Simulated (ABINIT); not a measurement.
Wanted: the native input for an ABINIT 10.8.3 (patched build) run.

- Task: band structure
- Functional: AM05
- Potentials or basis: JTH PAW PBE v2.0 sp
- Cutoff: 408 eV
- k mesh: 10 × 10 × 10
- Occupations: fermi-dirac, width 0.05 eV
- Spin: no spin polarisation
- Fine-grid cutoff: 816.342 eV
- Exchange and correlation inside the PAW spheres: full angular mesh (pawxcdev 0, this build's default; the released program takes 1)

Crystal: BAs.

```
As B
1.0
     0.00000    2.38850    2.38850
     2.38850    0.00000    2.38850
     2.38850    2.38850    0.00000
As B
1 1
Direct
  0.75000 0.75000 0.75000
  0.00000 0.00000 0.00000
```

These files were run (other wordings do the same):

run.abi

```
# Datasets: ground state, then fixed potential
ndtset 2

# Pseudopotentials
pp_dirpath "./"
pseudos "As.GGA_PBE-JTH_sp.xml, B.GGA_PBE-JTH.xml"

# Structure
acell 3*1.0
rprim
     0.0000000000     4.5136108487     4.5136108487
     4.5136108487     0.0000000000     4.5136108487
     4.5136108487     4.5136108487     0.0000000000
ntypat 2
znucl 33 5
natom 2
typat 1 2
xcart
     6.7704162730     6.7704162730     6.7704162730
     0.0000000000     0.0000000000     0.0000000000

# Plane-wave basis
ecut 408.170794 eV
pawecutdg 30.0

# Exchange and correlation
ixc -120135

# Bands and occupations
occopt 3
tsmear 0.00183747

# SCF cycle
nstep 100

# Output
iomode 3
prtwf 0
prteig 0
prtebands 0
enunit 1
prtden1 1

# Dataset 1
kptopt1 1
ngkpt1 10 10 10
nshiftk1 1
shiftk1 0.0 0.0 0.0
nband1 8
tolvrs1 1.0e-9

# Dataset 2: bands along G-X-W-K-G-L-U-W-L-K
iscf2 -2
getden2 1
nband2 12
nbdbuf2 2
tolwfr2 1.0e-12
kptopt2 -9
ndivsm2 5
prteig2 1
kptbounds2
     0.0000000000     0.0000000000     0.0000000000
     0.5000000000     0.0000000000     0.5000000000
     0.5000000000     0.2500000000     0.7500000000
     0.3750000000     0.3750000000     0.7500000000
     0.0000000000     0.0000000000     0.0000000000
     0.5000000000     0.5000000000     0.5000000000
     0.6250000000     0.2500000000     0.6250000000
     0.5000000000     0.2500000000     0.7500000000
     0.5000000000     0.5000000000     0.5000000000
     0.3750000000     0.3750000000     0.7500000000
```

Potentials or basis: JTH PAW PBE v2.0 sp.

The run is started by

```bash
$ abinit run.abi > log 2>&1
```

Results of the run:

```json
{
 "Pressure": "-0.3 GPa",
 "Band gap on the k mesh": "1.12 eV, indirect (least direct gap 3.27 eV)",
 "Band gap along the path": "1.13 eV, indirect (least direct gap 3.27 eV)",
 "Valence electrons inside the program's atomic spheres": "As 2.84; B 1.77"
}
```

Caveat: the PAW data sets were made with another functional, which shifts forces and pressure a little; this set keeps more shells in the core, which shifts pressures and gaps.

It took 17 s on 1 thread of Arm Neoverse V1, with other jobs on the host, peak memory 0.11 GiB.
